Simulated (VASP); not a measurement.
Wanted: the native input for a VASP 6.6.1 run.

```
Task                   : relaxation of cell and atoms
Functional             : PBEsol
Dispersion             : rVV10
Potentials or basis    : VASP PAW PBE potentials, release 64 (Hf_pv, O)
Cutoff                 : 600 eV
k mesh                 : 5 × 6 × 5
Occupations            : fermi-dirac, width 0.05 eV
Spin                   : no spin polarisation
Further INCAR settings : ALGO = Normal; EDIFF = 1e-07; IBRION = 2; EDIFFG = -0.01; NSW = 60; ISIF = 3
```

The structure of HfO2 lies in POSCAR:

```
HfO2
1.0
    5.2194633600      0.0000000000      0.0000000000
    0.0000000000      5.0047636900      0.0000000000
    0.0000000000      0.0000000000      5.0326850500
Hf O
4 8
Direct
    0.9669940000      0.7325208200      0.7414403500
    0.5330060000      0.7325208200      0.2414403500
    0.4669940000      0.2674791800      0.7414403500
    0.0330060000      0.2674791800      0.2414403500
    0.6321274500      0.9286454000      0.8792672600
    0.8678725500      0.9286454000      0.3792672600
    0.2339485200      0.5398830500      0.4922923900
    0.2660514800      0.5398830500      0.9922923900
    0.7660514800      0.4601169500      0.9922923900
    0.7339485200      0.4601169500      0.4922923900
    0.1321274500      0.0713546000      0.8792672600
    0.3678725500      0.0713546000      0.3792672600
```

Measurements of this composition are mostly on another form, of space group No. 14.

The input as run:

INCAR

```
SYSTEM = HfO2
PREC = Accurate ; ENCUT = 600
EDIFF = 1E-7 ; ISMEAR = -1
SIGMA = 0.05 ; LREAL = .False.
LASPH = .True. ; NELM = 80
ALGO = Normal ; ISIF = 3
LWAVE = .False. ; LCHARG = .False.
GGA = PS ; LUSE_VDW = .True.
IVDW_NL = 2 ; BPARAM = 20.0
CPARAM = 0.0093 ; IBRION = 2
NSW = 60 ; EDIFFG = -0.01
```

KPOINTS

```
regular mesh
0
Gamma
  5 6 5
  0 0 0
```

Potentials or basis: VASP PAW PBE potentials, release 64 (Hf_pv, O).

The run is started by

```bash
$ cat potpaw_PBE.64/Hf_pv/POTCAR potpaw_PBE.64/O/POTCAR > POTCAR
$ mpirun -np 1 vasp_std > vasp.out
```

Results of the run:

| Quantity | Value |
| --- | --- |
| Relaxed volume | 10.84 Å³/atom |
| Relaxed cell | a = 5.198 Å, b = 4.993 Å, c = 5.014 Å, α = 90.00°, β = 90.00°, γ = 90.00° |
| Space group after relaxing (to 0.05 Å) | Pca2_1 (No. 29) |
| Energy gained by relaxing | 1.0 meV/atom |
| Ionic steps | 11 |
| Pressure after relaxing | 0.0 GPa |
| Largest force after relaxing | 0.009 eV/Å |
| Band gap on the k mesh | 4.35 eV, indirect (least direct gap 4.58 eV) |

Caveat: the PAW data sets were made with another functional, which shifts forces and pressure a little; spin-orbit coupling is left out, which moves the levels of the heavy elements; an odd mesh through Γ misses points on the zone boundary, where band edges often lie.

Run time: 22 min on 1 thread of Intel(R) Xeon(R) 6975P-C (Granite Rapids), on a shared host, peak memory 0.64 GiB.
